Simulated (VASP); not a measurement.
# NaI (P6_3mc) in VASP: reference runs, part 2 of 2

VASP 6.6.1. The steps go on from the part before.

## 3. Single point, PBE (atoms moved at random, drawn with an rms of 0.05 Å)

The input, INCAR:

```
SYSTEM = NaI
  ALGO = Normal
  EDIFF = 1E-7
  ENCUT = 520
  GGA = PE
  ISIF = 2
  ISMEAR = -1
  LASPH = .TRUE.
  LCHARG = .TRUE.
  LELF = .TRUE.
  LREAL = .FALSE.
  LVHAR = .TRUE.
  LWAVE = .FALSE.
  NBANDS = 22
  NELM = 60
  PREC = Accurate
  SIGMA = 0.05
```

The input, KPOINTS:

```
k-points
0
G
  6 6 4
  0 0 0
```

The input, POSCAR:

```
NaI
1.0
    5.1507500000      0.0000000000      0.0000000000
   -2.5753800000      4.4606800000      0.0000000000
    0.0000000000      0.0000000000      7.9732300000
Na I
2 2
Direct
    0.3358900000      0.6809130000      0.3793220000
    0.6611370000      0.3346570000      0.8855440000
    0.3348060000      0.6733920000      0.9900790000
    0.6760030000      0.3382080000      0.4827600000
```

Potentials or basis: VASP PAW PBE potentials, release 64 (Na_pv, I).

Started as:

```sh
cat potpaw_PBE.64/Na_pv/POTCAR potpaw_PBE.64/I/POTCAR > POTCAR
mpirun -np 1 vasp_std > vasp.out
```

OUTCAR:

```text
SYSTEM = NaI
   EDIFF = 1E-7
   ENCUT = 520
   GGA = PE
   ISIF = 2
   ISMEAR = -1
   LASPH = .TRUE.
   LREAL = .FALSE.
   NELM = 60
   PREC = Accurate

 ion  position               nearest neighbor table
   1  0.336  0.681  0.379-   4 3.05   4 3.06   3 3.10   4 3.16
   2  0.661  0.335  0.886-   3 3.07   3 3.08   3 3.12
   3  0.335  0.673  0.990-   2 3.07   2 3.08   1 3.10   2 3.12
   4  0.676  0.338  0.483-   1 3.05   1 3.06   1 3.16

  LATTYP: Found a hexagonal cell.
 ALAT       =     5.1507500000
 C/A-ratio  =     1.5479745668

  Lattice vectors:

 A1 = (   5.1507500000,   0.0000000000,   0.0000000000)
 A2 = (  -2.5753800000,   4.4606800000,   0.0000000000)
 A3 = (   0.0000000000,   0.0000000000,   7.9732300000)

Analysis of symmetry for initial positions (statically):
=====================================================================
 Subroutine PRICEL returns:
 Original cell was already a primitive cell.

 Routine SETGRP: Setting up the symmetry group for a
 hexagonal supercell.

 Subroutine GETGRP returns: Found  1 space group operations
 (whereof  1 operations were pure point group operations)
 out of a pool of 24 trial point group operations.

The static configuration has the point symmetry C_1 .

Analysis of symmetry for dynamics (positions and initial velocities):
=====================================================================
 Subroutine PRICEL returns:
 Original cell was already a primitive cell.

 Routine SETGRP: Setting up the symmetry group for a
 hexagonal supercell.

 Subroutine GETGRP returns: Found  1 space group operations
 (whereof  1 operations were pure point group operations)
 out of a pool of 24 trial point group operations.

The dynamic configuration has the point symmetry C_1 .

 Subroutine INISYM returns: Found  1 space group operations
 (whereof  1 operations are pure point group operations),
 and found     1 'primitive' translations

----------------------------------------------------------------------------------------

                                     Primitive cell

  volume of cell :     183.1917

  direct lattice vectors                    reciprocal lattice vectors
     5.150750000  0.000000000  0.000000000     0.194146484  0.112090751  0.000000000
    -2.575380000  4.460680000  0.000000000     0.000000000  0.224181067  0.000000000
     0.000000000  0.000000000  7.973230000     0.000000000  0.000000000  0.125419686

  length of vectors
     5.150750000  5.150752198  7.973230000     0.224181162  0.224181067  0.125419686

  position of ions in fractional coordinates (direct lattice)
     0.335890000  0.680913000  0.379322000
     0.661137000  0.334657000  0.885544000
     0.334806000  0.673392000  0.990079000
     0.676003000  0.338208000  0.482760000

  ion indices of the primitive-cell ions
   primitive index   ion index
                 1           1
                 2           2
                 3           3
                 4           4

----------------------------------------------------------------------------------------

 KPOINTS: k-points

Automatic generation of k-mesh.
 Grid dimensions read from file:
 generate k-points for:    6    6    4

 Generating k-lattice:

  Cartesian coordinates                     Fractional coordinates (reciprocal lattice)
     0.032357747  0.018681792  0.000000000     0.166666667  0.000000000  0.000000000
     0.000000000  0.037363511  0.000000000     0.000000000  0.166666667  0.000000000
     0.000000000  0.000000000  0.031354921     0.000000000  0.000000000  0.250000000

  Length of vectors
     0.037363527  0.037363511  0.031354921

  Shift w.r.t. Gamma in fractional coordinates (k-lattice)
     0.000000000  0.000000000  0.000000000

 Subroutine IBZKPT returns following result:
 ===========================================

 Found     76 irreducible k-points:

 Following reciprocal coordinates:
            Coordinates               Weight
  0.000000  0.000000  0.000000      1.000000
  0.166667  0.000000  0.000000      2.000000
  0.000000  0.166667  0.000000      2.000000
 -0.166667  0.166667  0.000000      2.000000
  0.333333  0.000000  0.000000      2.000000
  0.000000  0.333333  0.000000      2.000000
[... 16 lines left out ...]
  0.000000  0.166667  0.250000      2.000000
 -0.166667  0.166667  0.250000      2.000000
 [... further k-points ...]
   k-points           NKPTS =     76   k-points in BZ     NKDIM =     76   number of bands    NBANDS=     22
   number of dos      NEDOS =    301   number of ions     NIONS =      4
   total plane-waves  NPLWV =  96000
   dimension x,y,z NGX =    40 NGY =   40 NGZ =   60
   dimension x,y,z NGXF=    80 NGYF=   80 NGZF=  120
   ions per type =               2   2
   NGX,Y,Z   is equivalent  to a cutoff of  12.91, 12.91, 12.51 a.u.
   NGXF,Y,Z  is equivalent  to a cutoff of  25.82, 25.82, 25.02 a.u.
 SYSTEM =  NaI
   PREC   = accura    normal or accurate (medium, high low for compatibility)
   ISTART =      0    job   : 0-new  1-cont  2-samecut
   ICHARG =      2    charge: 1-file 2-atom 10-const
   ISPIN  =      1    spin polarized calculation?
   LNONCOLLINEAR =      F non collinear calculations
   LSORBIT =      F    spin-orbit coupling
   LASPH  =      T    aspherical Exc in radial PAW
   ENCUT  =  520.0 eV  38.22 Ry    6.18 a.u.   9.58  9.58 14.82*2*pi/ulx,y,z
   NELM   =     60;   NELMIN=  2; NELMDL= -5     # of ELM steps
   EDIFF  = 0.1E-06   stopping-criterion for ELM
   LREAL  =      F    real-space projection
   EDIFFG = 0.1E-05   stopping-criterion for IOM
   NSW    =      0    number of steps for IOM
   IBRION =     -1    ionic relax: 0-MD 1-quasi-New 2-CG
   NFREE  =      0    steps in history (QN), initial steepest desc. (CG)
   ISIF   =      2    stress and relaxation
   ISYM   =      2    0-nonsym 1-usesym 2-fastsym
   POTIM  = 0.5000    time-step for ionic-motion
   TEBEG  =    0.0;   TEEND  =   0.0 temperature during run
   PSTRESS=    0.0 pullay stress
   NELECT =      28.0000    total number of electrons
   NUPDOWN=      -1.0000    fix difference up-down
   EMIN   =  10.00;   EMAX   =-10.00  energy-range for DOS
   EFERMI =   0.00;   METHOD = LEGACY
   ISMEAR =    -1;   SIGMA  =   0.05  broadening in eV -4-tet -1-fermi 0-gaus
   EFERMI_NEDOS =   21; number of points for ismear=-14 and -15
   IALGO  =     38    algorithm
   IMIX   =      4    mixing-type and parameters
     AMIX     =   0.40;   BMIX     =  1.00
     AMIX_MAG =   1.60;   BMIX_MAG =  1.00
  volume/ion in A,a.u.               =      45.80       309.06
  Fermi-wavevector in a.u.,A,eV,Ry     =   0.875304  1.654085 10.424199  0.766157
  Thomas-Fermi vector in A             =   1.994956
   LORBIT       =      0    0 simple, 1 ext, 2 COOP (PROOUT), +10 PAW based schemes
   GGA     = PE    functional components
   LHFCALC =     F    Hartree Fock is set to
   AEXX    =    0.0000 exact exchange contribution
   IVDW    =     0    specifies the selected vdW correction
   LEPSILON=     F    determine dielectric tensor
   LRPA    =     F    only Hartree local field effects (RPA)
 non-spin polarized calculation
  energy-cutoff  :      520.00
  volume of cell :      183.19
 maximum number of plane-waves:      4980
 NGX is ok and might be reduce to    40
   NGX = 19   NGY = 19   NGZ = 29

 number of electron      28.0000001 magnetization

 Free energy of the ion-electron system (eV)
  ---------------------------------------------------
  ext. energy  EPLUGINS =         0.00000000
  ---------------------------------------------------
  free energy    TOTEN  =       -10.59513030 eV

  energy without entropy =      -10.59513030  energy(sigma->0) =      -10.59513030

 E-fermi :  -0.0299     XC(G=0):  -6.3582

 val. band max:       -1.1325416537   @ k =   0.0000   0.0000   0.0000
 cond. band min:       2.5402843152   @ k =   0.0000   0.0000   0.0000
 fundamental gap:      3.6728259689
 Fermi energy:        -0.0299319895

 k-point     1 :       0.0000    0.0000    0.0000
  band No.  band energies     occupation
      1     -23.4489      2.00000
      2     -23.4447      2.00000
      3     -23.4433      2.00000
      4     -23.3554      2.00000
      5     -23.3510      2.00000
      6     -23.3480      2.00000
[... 574 lines left out ...]
      6     -23.3480      2.00000
[... 14 lines left out ...]
     21       6.7807      0.00000
     22       6.9838      0.00000

 [... further k-points ...]

------------------------ aborting loop because EDIFF is reached ----------------------------------------

  FORCE on cell =-STRESS in cart. coord.  units (eV):
  Direction    XX          YY          ZZ          XY          YZ          ZX
  --------------------------------------------------------------------------------------
  -------------------------------------------------------------------------------------
  Total        0.0055351      0.2558676     -0.1806304      0.0765366      0.0181518     -0.0747501
  in kB        0.0484094      2.2377941     -1.5797761      0.6693816      0.1587537     -0.6537569
  external PRESSURE =       0.2354758 kB  Pullay stress =       0.0000000 kB

 VOLUME and BASIS-vectors are now :
 -----------------------------------------------------------------------------
  energy-cutoff  :      520.00
  volume of cell :      183.19
      direct lattice vectors                 reciprocal lattice vectors
     5.150750000  0.000000000  0.000000000     0.194146484  0.112090751  0.000000000
    -2.575380000  4.460680000  0.000000000     0.000000000  0.224181067  0.000000000
     0.000000000  0.000000000  7.973230000     0.000000000  0.000000000  0.125419686

 POSITION                                       TOTAL-FORCE (eV/Angst)
 -----------------------------------------------------------------------------------
     -0.02352      3.03734      3.02442         0.073524     -0.055752      0.000162
      2.54348      1.49280      7.06065         0.032332      0.033774     -0.086268
     -0.00974      3.00379      7.89413        -0.025610     -0.032515     -0.023286
      2.61091      1.50864      3.84916        -0.080246      0.054493      0.109392
 -----------------------------------------------------------------------------------
    total drift:                                0.000180     -0.000375      0.001748

  FREE ENERGIE OF THE ION-ELECTRON SYSTEM (eV)
  ---------------------------------------------------
  free  energy   TOTEN  =       -10.5951303035 eV

  energy  without entropy=      -10.5951303035  energy(sigma->0) =      -10.59513030
```

Wall time 4 min (1 thread of AMD EPYC 7R13 (Zen 3), shared host); peak memory 0.42 GiB.

What came out:

| Quantity | Value |
| --- | --- |
| Free energy | -10.5951 eV |
| Pressure | 0.0 GPa |
| Largest force | 0.146 eV/Å |
| Band gap on the k mesh | 3.67 eV, direct |

Forces on the atoms (eV/Å):
```
Na   0.074 -0.056  0.000
Na   0.032  0.034 -0.086
I   -0.026 -0.033 -0.023
I   -0.080  0.054  0.109
```

Levels at points of the mesh, in eV from the valence-band top:
```tsv
k point	band 11	band 12	band 13	band 14	band 15	band 16	band 17	band 18
(0.00, 0.00, 0.00)	-0.33	-0.17	-0.14	0.00	3.67	5.10	7.45	7.48
(0.50, 0.00, 0.00)	-0.72	-0.57	-0.35	-0.25	5.47	5.58	6.09	7.14
(0.00, 0.50, 0.00)	-0.73	-0.56	-0.34	-0.24	5.48	5.59	6.06	7.13
(0.50, 0.50, 0.00)	-0.74	-0.58	-0.32	-0.26	5.46	5.58	6.01	7.14
(0.00, 0.00, 0.50)	-0.29	-0.27	-0.24	-0.19	4.72	4.77	7.16	7.36
(0.50, 0.00, 0.50)	-0.46	-0.38	-0.34	-0.28	5.33	5.36	6.61	6.62
(0.00, 0.50, 0.50)	-0.45	-0.37	-0.34	-0.29	5.34	5.36	6.60	6.62
(0.50, 0.50, 0.50)	-0.45	-0.41	-0.34	-0.30	5.36	5.38	6.58	6.62
```

Caveat: spin-orbit coupling is left out, which moves the levels of the heavy elements. A k mesh can miss the band edges.
